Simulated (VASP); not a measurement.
# Ga (C2/c) in VASP: further runs, part 2 of 2

VASP 6.6.1.

## Step 5: Single point, PBE

The input, INCAR:

```
PREC = Accurate
ENCUT = 300
EDIFF = 1E-6
ISMEAR = 0
SIGMA = 0.15
LREAL = False
LASPH = True
NELM = 100
ALGO = Normal
ISIF = 2
LWAVE = False
LCHARG = False
GGA = PE
NBANDS = 20
ADDGRID = False
```

The input, KPOINTS:

```
regular mesh
0
Gamma
  11 11 9
```

The input, POSCAR:

```
Ga
1.0
    1.3830000000     -4.0265000000      0.0000000000
    1.3830000000      4.0265000000      0.0000000000
   -0.1174474948      0.0000000000      3.3299294416
Ga
2
Direct
    0.1310000000      0.8690000000      0.7500000000
    0.8690000000      0.1310000000      0.2500000000
```

Potentials or basis: VASP PAW PBE potentials, release 64 (Ga_d).

Started as:

```console
$ cat potpaw_PBE.64/Ga_d/POTCAR > POTCAR
$ mpirun -np 1 vasp_std > vasp.out
```

OUTCAR:

```text
PREC = Accurate
   ENCUT = 300
   EDIFF = 1E-6
   ISMEAR = 0
   LREAL = False
   LASPH = True
   NELM = 100
   ISIF = 2
   GGA = PE

 Found    300 irreducible k-points:

 Following reciprocal coordinates:
            Coordinates               Weight
  0.000000  0.000000  0.000000      1.000000
  0.090909 -0.000000  0.000000      4.000000
  0.181818  0.000000 -0.000000      4.000000
  0.272727 -0.000000  0.000000      4.000000
  0.363636 -0.000000 -0.000000      4.000000
  0.454545 -0.000000  0.000000      4.000000
   k-points           NKPTS =    300   k-points in BZ     NKDIM =    300   number of bands    NBANDS=     20
   number of dos      NEDOS =    301   number of ions     NIONS =      2
   total plane-waves  NPLWV =  11520
   dimension x,y,z NGX =    24 NGY =   24 NGZ =   20
   dimension x,y,z NGXF=    48 NGYF=   48 NGZF=   40
   ions per type =               2
   NGX,Y,Z   is equivalent  to a cutoff of   9.37,  9.37,  9.98 a.u.
   NGXF,Y,Z  is equivalent  to a cutoff of  18.74, 18.74, 19.96 a.u.
 SYSTEM =  unknown system
   PREC   = accura    normal or accurate (medium, high low for compatibility)
   ISTART =      0    job   : 0-new  1-cont  2-samecut
   ICHARG =      2    charge: 1-file 2-atom 10-const
   ISPIN  =      1    spin polarized calculation?
   LNONCOLLINEAR =      F non collinear calculations
   LSORBIT =      F    spin-orbit coupling
   LASPH  =      T    aspherical Exc in radial PAW
   ENCUT  =  300.0 eV  22.05 Ry    4.70 a.u.   6.01  6.01  4.71*2*pi/ulx,y,z
   NELM   =    100;   NELMIN=  2; NELMDL= -5     # of ELM steps
   EDIFF  = 0.1E-05   stopping-criterion for ELM
[... 8 lines left out ...]
   TEBEG  =    0.0;   TEEND  =   0.0 temperature during run
   PSTRESS=    0.0 pullay stress
   NELECT =      26.0000    total number of electrons
   NUPDOWN=      -1.0000    fix difference up-down
   EMIN   =  10.00;   EMAX   =-10.00  energy-range for DOS
   EFERMI =   0.00;   METHOD = LEGACY
   ISMEAR =     0;   SIGMA  =   0.15  broadening in eV -4-tet -1-fermi 0-gaus
   EFERMI_NEDOS =   21; number of points for ismear=-14 and -15
   IALGO  =     38    algorithm
   IMIX   =      4    mixing-type and parameters
     AMIX     =   0.40;   BMIX     =  1.00
     AMIX_MAG =   1.60;   BMIX_MAG =  1.00
  volume/ion in A,a.u.               =      18.54       125.14
  Fermi-wavevector in a.u.,A,eV,Ry     =   1.454323  2.748273 28.777089  2.115056
  Thomas-Fermi vector in A             =   2.571487
   LORBIT       =      0    0 simple, 1 ext, 2 COOP (PROOUT), +10 PAW based schemes
   GGA     = PE    functional components
   LHFCALC =     F    Hartree Fock is set to
   AEXX    =    0.0000 exact exchange contribution
   IVDW    =     0    specifies the selected vdW correction
   LEPSILON=     F    determine dielectric tensor
   LRPA    =     F    only Hartree local field effects (RPA)
 non-spin polarized calculation
 Gauss-broadening in eV      SIGMA  =   0.15
  energy-cutoff  :      300.00
  volume of cell :       37.09
 maximum number of plane-waves:       449
   NGX = 11   NGY = 11   NGZ =  9

 number of electron      25.9999984 magnetization

 Free energy of the ion-electron system (eV)
  ---------------------------------------------------
  ext. energy  EPLUGINS =         0.00000000
  ---------------------------------------------------
  free energy    TOTEN  =        -5.77004626 eV

  energy without entropy =       -5.76180918  energy(sigma->0) =       -5.76592772

 E-fermi :   5.7269     XC(G=0): -11.0573

 val. band max:        5.7206850935   @ k =   0.3636   0.0909   0.4444
 cond. band min:       5.7345449138   @ k =  -0.2727  -0.4545   0.2222
 fundamental gap:      0.0138598203
 Fermi energy:         5.7269431513

 k-point     1 :       0.0000    0.0000    0.0000
  band No.  band energies     occupation
      1      -9.4885      2.00000
      2      -9.4786      2.00000
      3      -9.4413      2.00000
      4      -9.4183      2.00000
      5      -9.1438      2.00000
      6      -9.1428      2.00000
[... 12 lines left out ...]
     19      16.3796      0.00000
     20      18.7565      0.00000

 k-point     2 :       0.0909   -0.0000    0.0000
  band No.  band energies     occupation
      1      -9.4819      2.00000
      2      -9.4653      2.00000
      3      -9.4235      2.00000
      4      -9.3860      2.00000
      5      -9.1593      2.00000
      6      -9.1575      2.00000
[... 12 lines left out ...]
     19      16.7243      0.00000
     20      19.5586      0.00000
[... 51 lines left out ...]
      3      -9.3239      2.00000
      4      -9.3081      2.00000
      5      -9.2947      2.00000
      6      -9.1901      2.00000
[... 12 lines left out ...]
     19      16.9829      0.00000
     20      18.1628      0.00000

 k-point     6 :       0.4545   -0.0000    0.0000
  band No.  band energies     occupation
      1      -9.4156      2.00000
      2      -9.4032      2.00000
      3      -9.3446      2.00000
      4      -9.3126      2.00000
      5      -9.3020      2.00000
      6      -9.1933      2.00000
[... 12 lines left out ...]
     19      15.7116      0.00000
     20      17.7897      0.00000

 [... further k-points ...]

------------------------ aborting loop because EDIFF is reached ----------------------------------------

  FORCE on cell =-STRESS in cart. coord.  units (eV):
  Direction    XX          YY          ZZ          XY          YZ          ZX
  --------------------------------------------------------------------------------------
  -------------------------------------------------------------------------------------
  Total        0.3020325      0.4020105      0.4918340      0.0000000      0.0000000      0.0791665
  in kB       13.0481607     17.3673293     21.2478113      0.0000000      0.0000000      3.4200882
  external PRESSURE =      17.2211004 kB  Pullay stress =       0.0000000 kB

 VOLUME and BASIS-vectors are now :
 -----------------------------------------------------------------------------
  energy-cutoff  :      300.00
  volume of cell :       37.09
      direct lattice vectors                 reciprocal lattice vectors
     1.383000000 -4.026500000  0.000000000     0.361532899 -0.124177325  0.012751361
     1.383000000  4.026500000  0.000000000     0.361532899  0.124177325  0.012751361
    -0.117447495  0.000000000  3.329929442     0.000000000  0.000000000  0.300306663

 POSITION                                       TOTAL-FORCE (eV/Angst)
 -----------------------------------------------------------------------------------
      1.29491      2.97156      2.49745        -0.000000     -0.229017      0.000000
      1.35364     -2.97156      0.83248         0.000000      0.229017     -0.000000
 -----------------------------------------------------------------------------------
    total drift:                                0.000000      0.000000     -0.000000

  FREE ENERGIE OF THE ION-ELECTRON SYSTEM (eV)
  ---------------------------------------------------
  free  energy   TOTEN  =        -5.7700462571 eV

  energy  without entropy=       -5.7618091804  energy(sigma->0) =       -5.76592772
```

OSZICAR:

```text
N       E                     dE             d eps       ncg     rms          rms(c)
DAV:   1     0.105518296467E+03    0.10552E+03   -0.97465E+03 12944   0.181E+03
DAV:   2     0.252550995937E+01   -0.10299E+03   -0.10060E+03 12540   0.300E+02
DAV:   3    -0.571635849706E+01   -0.82419E+01   -0.82130E+01 13536   0.761E+01
DAV:   4    -0.581933105797E+01   -0.10297E+00   -0.10294E+00 13744   0.959E+00
DAV:   5    -0.582111511085E+01   -0.17841E-02   -0.17840E-02 13564   0.119E+00    0.141E+00
DAV:   6    -0.577890824789E+01    0.42207E-01   -0.82784E-02 16288   0.466E+00    0.736E-01
DAV:   7    -0.577089215201E+01    0.80161E-02   -0.17034E-02 17188   0.178E+00    0.201E-01
DAV:   8    -0.577002880831E+01    0.86334E-03   -0.21348E-03 13212   0.626E-01    0.195E-02
DAV:   9    -0.577004535734E+01   -0.16549E-04   -0.98666E-05 13456   0.953E-02    0.720E-03
DAV:  10    -0.577004625707E+01   -0.89972E-06   -0.59055E-06 13276   0.274E-02
   1 F= -.57700463E+01 E0= -.57659277E+01  d E =-.823708E-02
```

It took 46 s on 1 thread of Intel Xeon Platinum 8259CL at 2.50GHz (Skylake/Cascade Lake), shared host; peak memory 0.19 GiB.

These settings aren't checked as converged: the numbers below hold their error.

What came out:

| Item | Value |
| --- | --- |
| Free energy | -5.7700 eV |
| Largest force | 0.229 eV/Å |
| Band gap on the k mesh | none (metal or under the smearing width) |

Caveat: the cutoff is under 1.25 times the usual one of these potentials, so pressure, stress and relaxed cells hold a basis-set (Pulay) error.

## Step 6: Single point, PBE

INCAR is that of step 5.

KPOINTS is that of step 5.

The input, POSCAR:

```
Ga
1.0
    1.3830000000     -4.0265000000      0.0000000000
    1.3830000000      4.0265000000      0.0000000000
   -0.1174474948      0.0000000000      3.3299294416
Ga
2
Direct
    0.0863460000      0.8268100000      0.7848140000
    0.8777350000      0.1376800000      0.2531650000
```

Potentials or basis: VASP PAW PBE potentials, release 64 (Ga_d).

Started as:

```console
$ cat potpaw_PBE.64/Ga_d/POTCAR > POTCAR
$ mpirun -np 1 vasp_std > vasp.out
```

Wall time 91 s (1 thread of Intel Xeon Platinum 8259CL at 2.50GHz (Skylake/Cascade Lake), shared host); peak memory 0.25 GiB.

The run converged, but some of its settings lie outside the range that counts as converged, so its numbers aren't taken as properties of the crystal.

Results:

```
Free energy            : -5.7538 eV
Largest force          : 0.363 eV/Å
Band gap on the k mesh : none (metal or under the smearing width)
```

Caveat: the cutoff is under 1.25 times the usual one of these potentials, so pressure, stress and relaxed cells hold a basis-set (Pulay) error.

## Step 7: For comparison

An earlier run on the cell as given: functional PBE; potentials or basis VASP PAW PBE potentials, release 64 (Ga_d); cutoff 520 eV; k mesh 10 × 10 × 8; occupations fermi-dirac, width 0.05 eV; no spin polarisation.

- Pressure: 1.8 GPa
- Largest force: 0.203 eV/Å
- Band gap on the k mesh: none (metal or under the smearing width)
